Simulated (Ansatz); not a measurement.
A first try at a G0W0 quasiparticle calculation of LiBr, space group Fm-3m, using the Python package of Ansatz (0.2.0).

Run as a notebook:

```python
import ansatz as az
from ase import Atoms
```

```python
FUNCTIONAL = "pbe"
KMESH = (4, 4, 4)
BETA = 0.005
MAX_SCF = 55
SMEARING = "fixed"

atoms = Atoms(
    ["Li", "Br"],
    scaled_positions=[
        [0.0, 0.0, 0.0],
        [0.5, 0.5, 0.5],
    ],
    cell=[
        [0.0, 2.75065, 2.75065],
        [2.75065, 0.0, 2.75065],
        [2.75065, 2.75065, 0.0],
    ],
    pbc=True,
)
system = az.Crystal.from_ase(atoms)

model = (
    system.calculation()
    .functional(FUNCTIONAL)
    .basis(31 * az.Ry)
    .kpoints(mesh=KMESH)
    .mixing("anderson", beta=BETA, ndim=1)
    .scf(max_iterations=MAX_SCF)
    .occupations(SMEARING)
    .gw(empty_bands=60, screening_cutoff=80, quasiparticle_bands=("v3", "c1"))
)
events = []
outcome = model.session().plan().execute(on_event=events.append, runs_dir="gw_run")
gw = next(e["data"] for e in events if e["event"] == "gw_qp")
top = gw["frontier_bands"]["highest_filled_band"]
print(" k band    E_KS   Sigma_x  Sigma_c     Vxc      Z    E_QP (eV)")
for qp in gw["qp"]:
    print(f"{qp['ik']:2d} {qp['band']:4d} {qp['eps_ks_ev']:7.3f} {qp['sigma_x_ev']:9.3f} {qp['sigma_c_at_ks_ev']:8.3f} {qp['vxc_ev']:8.3f} {qp['z']:6.3f} {qp['e_qp_ev']:8.3f}")
for key, label in (("eps_ks_ev", "Kohn-Sham"), ("e_qp_ev", "G0W0")):
    filled = max(qp[key] for qp in gw["qp"] if qp["band"] <= top)
    empty = min(qp[key] for qp in gw["qp"] if qp["band"] > top)
    print(f"{label} gap on the mesh: {empty - filled:.3f} eV")
print("static dielectric eigenvalues (RPA, this mesh):", [round(e, 3) for e in gw["screening"][0]["eps_tensor_eigenvalues"]])
```

    Traceback (most recent call last):
      File "<cell 2>", line 33, in <module>
        outcome = model.session().plan().execute(on_event=events.append, runs_dir="gw_run")
    ansatz.NonConvergedError: did not converge after 55 iterations: dr2 = 1.00e-5 (threshold 1.00e-7), under the density mixer `anderson`; at k-index 0, counted from 0 in this SCF's own list of k-points, the highest band that the last eigensolve's fill by count filled, 2.051661 eV, and the lowest that it left empty, 6.986757 eV, lay 4.935e0 eV apart, the closest at any k-point: where those lie closer than the levels still move from one iteration to the next, and no symmetry of the run holds them equal, such a fill need not settle, and opposed starting moments at zero total moment, or else a narrow smearing, may settle it (`scf.occupations.method`, Limitations, in the input reference); raise `scf.max_iter`, which need not help a stalled SCF, or adjust the mixing (`scf.mixing`) or, under a smearing, its width (`scf.occupations.width`, in either direction: another width is another result); this SCF holds its density and magnetisation to the symmetry operations that it keeps, and cannot end on a state that breaks one of them: if the state sought breaks one, re-run with `crystal.symmetry.detect: false`, without `crystal.symmetry.time_reversal: true`, on a non-collinear deck whose state [...]

What is wrong, and how is it mended?

The fault: the mixing step is far too small. The change:

```diff
--- before
+++ after
@@
 KMESH = (4, 4, 4)
-BETA = 0.005
 MAX_SCF = 55
@@
     .kpoints(mesh=KMESH)
-    .mixing("anderson", beta=BETA, ndim=1)
     .scf(max_iterations=MAX_SCF)
```

The cells in order, each with its output:

(earlier cells as before)

In [2]:
```python
FUNCTIONAL = "pbe"
KMESH = (4, 4, 4)
MAX_SCF = 55
SMEARING = "fixed"

atoms = Atoms(
    ["Li", "Br"],
    scaled_positions=[
        [0.0, 0.0, 0.0],
        [0.5, 0.5, 0.5],
    ],
    cell=[
        [0.0, 2.75065, 2.75065],
        [2.75065, 0.0, 2.75065],
        [2.75065, 2.75065, 0.0],
    ],
    pbc=True,
)
system = az.Crystal.from_ase(atoms)

model = (
    system.calculation()
    .functional(FUNCTIONAL)
    .basis(31 * az.Ry)
    .kpoints(mesh=KMESH)
    .scf(max_iterations=MAX_SCF)
    .occupations(SMEARING)
    .gw(empty_bands=60, screening_cutoff=80, quasiparticle_bands=("v3", "c1"))
)
events = []
outcome = model.session().plan().execute(on_event=events.append, runs_dir="gw_run")
gw = next(e["data"] for e in events if e["event"] == "gw_qp")
top = gw["frontier_bands"]["highest_filled_band"]
print(" k band    E_KS   Sigma_x  Sigma_c     Vxc      Z    E_QP (eV)")
for qp in gw["qp"]:
    print(f"{qp['ik']:2d} {qp['band']:4d} {qp['eps_ks_ev']:7.3f} {qp['sigma_x_ev']:9.3f} {qp['sigma_c_at_ks_ev']:8.3f} {qp['vxc_ev']:8.3f} {qp['z']:6.3f} {qp['e_qp_ev']:8.3f}")
for key, label in (("eps_ks_ev", "Kohn-Sham"), ("e_qp_ev", "G0W0")):
    filled = max(qp[key] for qp in gw["qp"] if qp["band"] <= top)
    empty = min(qp[key] for qp in gw["qp"] if qp["band"] > top)
    print(f"{label} gap on the mesh: {empty - filled:.3f} eV")
print("static dielectric eigenvalues (RPA, this mesh):", [round(e, 3) for e in gw["screening"][0]["eps_tensor_eigenvalues"]])
```
```text
 k band    E_KS   Sigma_x  Sigma_c     Vxc      Z    E_QP (eV)
 0    3   2.048   -19.924    2.116  -16.263  0.809    0.810
 0    4   2.048   -19.924    2.116  -16.263  0.809    0.810
 0    5   2.048   -19.924    2.116  -16.263  0.809    0.810
 0    6   6.983    -6.127   -3.336  -10.368  0.839    7.739
 1    3   0.373   -18.332    2.281  -14.168  0.801   -1.125
 1    4   1.910   -19.831    2.134  -16.119  0.808    0.647
 1    5   1.910   -19.831    2.134  -16.119  0.808    0.647
 1    6   8.014    -5.486   -3.382   -9.813  0.838    8.802
 2    3  -0.831   -17.757    2.559  -13.039  0.783   -2.524
 2    4   1.787   -19.786    2.159  -16.018  0.808    0.500
 2    5   1.787   -19.786    2.159  -16.018  0.808    0.500
 2    6   7.671    -4.535   -3.306   -8.692  0.842    8.384
 3    3   0.457   -18.323    2.239  -14.244  0.803   -1.008
 3    4   1.433   -19.239    2.175  -15.382  0.807    0.090
 3    5   1.433   -19.239    2.175  -15.382  0.807    0.090
 3    6   9.206    -6.460   -3.477  -11.010  0.831   10.093
 4    3  -0.481   -17.787    2.464  -13.254  0.797   -2.109
 4    4   0.714   -18.424    2.229  -14.377  0.804   -0.733
 4    5   1.308   -19.176    2.197  -15.271  0.806   -0.054
 4    6   8.850    -4.563   -3.415   -8.902  0.838    9.620
 5    3  -0.138   -18.056    2.388  -13.671  0.799   -1.715
 5    4   0.576   -18.278    2.257  -14.169  0.803   -0.897
 5    5   1.760   -19.696    2.148  -15.939  0.808    0.472
 5    6   8.983    -4.522   -3.475   -8.978  0.837    9.799
 6    3  -0.831   -17.491    2.533  -12.837  0.791   -2.494
 6    4   0.912   -18.832    2.256  -14.780  0.804   -0.514
 6    5   0.912   -18.832    2.256  -14.780  0.804   -0.514
 6    6   8.283    -4.966   -3.368   -9.225  0.837    9.026
 7    3  -0.090   -17.848    2.377  -13.488  0.807   -1.656
 7    4  -0.090   -17.848    2.377  -13.488  0.807   -1.656
 7    5   0.909   -18.764    2.219  -14.750  0.805   -0.518
 7    6  10.054    -6.003   -3.518  -10.627  0.831   10.964
Kohn-Sham gap on the mesh: 4.934 eV
G0W0 gap on the mesh: 6.929 eV
static dielectric eigenvalues (RPA, this mesh): [3.33, 3.33, 3.33]
```

Caveats:
- Absolute energies stand on the zero of these potentials, so only differences at equal settings mean something. A total without «per atom» is that of the cell as typed.
- The k-point mesh is coarse, and energy and stress weren't tested for convergence.
- The starting cell is as deposited in a crystallographic database; the results hold for this polymorph, which needn't be the stable one.
- Mesh, empty bands and screening cutoff are small, so the quasiparticle gap isn't converged, and it is read on the mesh points alone. Spin-orbit coupling is left out, which matters for heavy elements.
- Wall time of the script: 4.2 s on 1 thread of Arm Neoverse V2, with other jobs on the host, peak memory 0.35 GiB.
